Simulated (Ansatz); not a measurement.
## MoS2 under strain — quadrupolar parameters

The cell is an entry of the Crystallography Open Database (COD), relaxed with PBE at fixed cell and then changed (z stretched by 2 %, ions relaxed).

```yaml
crystal:
  lattice:
    - [1.58150, 0.91308, 6.24580]
    - [-1.58150, 0.91308, 6.24580]
    - [0.00000, -1.82616, 6.24580]
  atoms:
    - { symbol: Mo, position: [0.00000, 0.00000, 0.00000] }
    - { symbol: S, position: [0.24984, 0.24984, 0.24984] }
    - { symbol: S, position: [0.41686, 0.41686, 0.41686] }
```

Atoms are numbered from 1 in the order listed; like atoms form one site, named after its first atom.

Method: Kohn–Sham DFT in Ansatz, PBE, plane waves and PAW, scalar-relativistic, collinear spin, 420 eV cutoff, Γ-centred 16×16×16 k-points, Fermi–Dirac smearing 0.02 eV. Start moments as typed (μB): 2 on each Mo, none on the rest.

C_Q = eQV_zz/h, which is 24.18 MHz for Q = 1 b and V_zz = 10²¹ V/m²; η = (V_xx − V_yy)/V_zz.

⁹⁷Mo: I = 5/2, Q = 255.0 mb; S-33: I = 3/2, Q = -69.40 mb. Q values from Pyykkö, Mol. Phys. 116, 1328 (2018).

**Question.** What field gradients does the calculation give at each kind of site?

**Answer.** 

| site | atoms (order as listed) | first shell | V_zz (10²¹ V/m²) | η | C_Q (MHz) |
| --- | --- | --- | --- | --- | --- |
| Mo | 1 | 6 S at 2.40–2.41 Å | -7.36 | 0.00 | -45.4 |
| S2 | 2 | 3 Mo at 2.40 Å | -5.37 | 0.00 | 9.00 |
| S3 | 3 | 3 Mo at 2.41 Å | -5.23 | 0.00 | 8.78 |

An axis of threefold or higher order runs through Mo, S2 and S3, so V_zz lies along it and η is zero.

Without spin–orbit coupling (the program notes it for Mo) the gradients can shift somewhat, as the gap is small. The start moments die out, and the run ends without spin.
